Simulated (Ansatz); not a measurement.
## MoSe2 under changes of volume

One of the cells (20.129 Å³/atom); the others are scaled copies at fixed shape and fractional positions:

```
CELL_PARAMETERS angstrom
3.28800 0.00000 0.00000
-1.64400 2.84749 0.00000
0.00000 0.00000 12.90000
ATOMIC_POSITIONS crystal
Mo 0.66667 0.33333 0.75000
Mo 0.33333 0.66667 0.25000
Se 0.66667 0.33333 0.37500
Se 0.33333 0.66667 0.87500
Se 0.66667 0.33333 0.12500
Se 0.33333 0.66667 0.62500
```

* Program: Ansatz 0.2.0
* Functional: revPBE
* Dispersion: D4
* Potentials or basis: Ansatz PAW
* Cutoff: 420 eV (not typed: the program's choice for these potentials)
* k mesh: 9 × 9 × 2
* Occupations: fermi-dirac, width 0.05 eV
* Spin: no spin polarisation

| volume (Å³/atom) | energy over the lowest point (meV/atom) | largest force (eV/Å) |
| --- | --- | --- |
| 18.922 | 72.45 | 2.342 |
| 19.324 | ? | ? |
| 19.727 | 22.74 | 1.521 |
| 20.129 | 10.16 | 1.155 |
| 20.532 | 4.67 | 0.816 |
| 20.935 | 0.00 | 0.668 |
| 21.337 | 0.96 | 0.210 |

Problem. What does the run at 19.324 Å³/atom give?

Solution. Energy over the lowest point 43.21 meV/atom; largest force 1.916 eV/Å.

Worked out: A Birch-Murnaghan fit of order 3 (a polynomial in V^(-2/3)) to the other rows has its minimum at 21.17 Å³/atom with B0 = V·E''(V) = 39 GPa (rough, since the energies scatter) at fixed shape and positions, which overstates the stiffness. It gives 42.74 meV/atom at 19.324 Å³/atom, against the run's 43.21. Pressures are left out, since they don't match the slope of the energies.

Energies are extrapolated to zero smearing.

Caveats: the cell's inner coordinates are idealised or old, which leaves forces on the atoms; the PAW data sets come from PBE, with cores solved anew for the run's functional, which leaves a small shift of forces and pressure.
